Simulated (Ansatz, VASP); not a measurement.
**One calculation of Mo, two programs**

```
Mo
1.0
    -1.58056    1.58056    1.58056
     1.58056   -1.58056    1.58056
     1.58056    1.58056   -1.58056
Mo
1
Direct
  0.00000 0.00000 0.00000
```

Alike in both runs: functional PBE; k mesh 28 × 28 × 28; occupations gaussian, width 0.2 eV; no spin polarisation.

Ansatz relaxed the structure, and its values are those at the end. VASP's run is a single point on that final structure, the one shown.

|  | VASP | Ansatz |
| --- | --- | --- |
| version | VASP 6.6.1 | Ansatz 0.2.0 |
| potentials or method | VASP PAW PBE potentials, release 64 (Mo_sv) | scalar-relativistic, plane waves, PAW |
| plane-wave cutoff (eV) | 520 | 420 |
| valence electrons in the cell | 14 | 14 |

Ansatz gave:

```
gap on the k mesh at the Fermi level (eV) : none
pressure (GPa)                            : 0.0
```

Q: Estimate VASP's values.

A: gap on the k mesh at the Fermi level (eV): none; pressure (GPa): 0.5.

A gap of «none» marks a metal or a gap that the smearing closes. The functional is the same, so the differences come from potentials, cutoffs and numerics.
